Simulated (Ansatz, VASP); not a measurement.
## One calculation of NaI, two programs

The input POSCAR:

```
NaI
1.0
    0.0000000000      3.2789890945      3.2789890945
    3.2789890945      0.0000000000      3.2789890945
    3.2789890945      3.2789890945      0.0000000000
I Na
1 1
Direct
    0.5000000000      0.5000000000      0.5000000000
    0.0000000000      0.0000000000      0.0000000000
```

Contents of INCAR.step1:

```
SYSTEM = NaI
PREC = Accurate
ENCUT = 520
ISMEAR = -1
SIGMA = 0.05
LREAL = .FALSE.
LASPH = .TRUE.
NELM = 60
NBANDS = 14
GGA = PE
ALGO = Normal
EDIFF = 1E-4
LWAVE = .TRUE.
LCHARG = .FALSE.
```

INCAR.step2

```
SYSTEM = NaI
PREC = Accurate
ENCUT = 520
EDIFF = 1E-6
ISMEAR = -1
SIGMA = 0.05
LREAL = .FALSE.
LASPH = .TRUE.
NELM = 60
ALGO = Normal
ISIF = 2
LWAVE = .FALSE.
LCHARG = .TRUE.
METAGGA = R2SCAN
LMIXTAU = .TRUE.
LELF = .TRUE.
LVHAR = .TRUE.
NBANDS = 14
ISTART = 1
```

File KPOINTS:

```
regular mesh
0
G
  7 7 7
  0 0 0
```

Contents of input.yaml:

```yaml
crystal:
  lattice:
    - [0.0, 3.2789890945, 3.2789890945]
    - [3.2789890945, 0.0, 3.2789890945]
    - [3.2789890945, 3.2789890945, 0.0]
  atoms:
    - { symbol: I, position: [0.5, 0.5, 0.5] }
    - { symbol: Na, position: [0.0, 0.0, 0.0] }
hamiltonian:
  xc: r2scan
  pseudopotentials: { kind: paw }
kpoints:
  mp_grid: { grid: [7, 7, 7] }
scf:
  occupations: { method: fermi_dirac, width: 0.05 }
output:
  forces: true
  stress: true
  eigenvalues: true
```

Alike in both runs: task single point; functional r2SCAN; k mesh 7 × 7 × 7; occupations fermi-dirac, width 0.05 eV; no spin polarisation.

|  | VASP | Ansatz |
| --- | --- | --- |
| version | VASP 6.6.1 | Ansatz 0.2.0 |
| potentials or method | VASP PAW PBE potentials, release 64 (I, Na_pv) | Ansatz PAW |
| plane-wave cutoff (eV) | 520 | 500 |
| valence electrons in the cell | 14 | 26 |

```tsv
	VASP	Ansatz	Ansatz less VASP
gap on the k mesh at the Fermi level (eV)	4.32	4.31	-0.009
least direct gap on the mesh (eV)	4.32	4.31	-0.009
pressure (GPa)	-0.7	-0.7	+0.05
```

The two sets of potentials don't hold the same shells in valence.

Caveats: spin-orbit coupling is left out, which moves the levels of the heavy elements; the PAW data sets were made with another functional, which shifts forces and pressure a little (VASP); odd divisions of the mesh miss points on the zone boundary, where band edges often lie, so the gap on the mesh can be too wide (Ansatz); the PAW data sets come from PBE, with cores solved anew for the run's functional, which leaves a small shift of forces and pressure (Ansatz). r2SCAN opens gaps a little over a GGA but as a rule still falls short of measured ones.
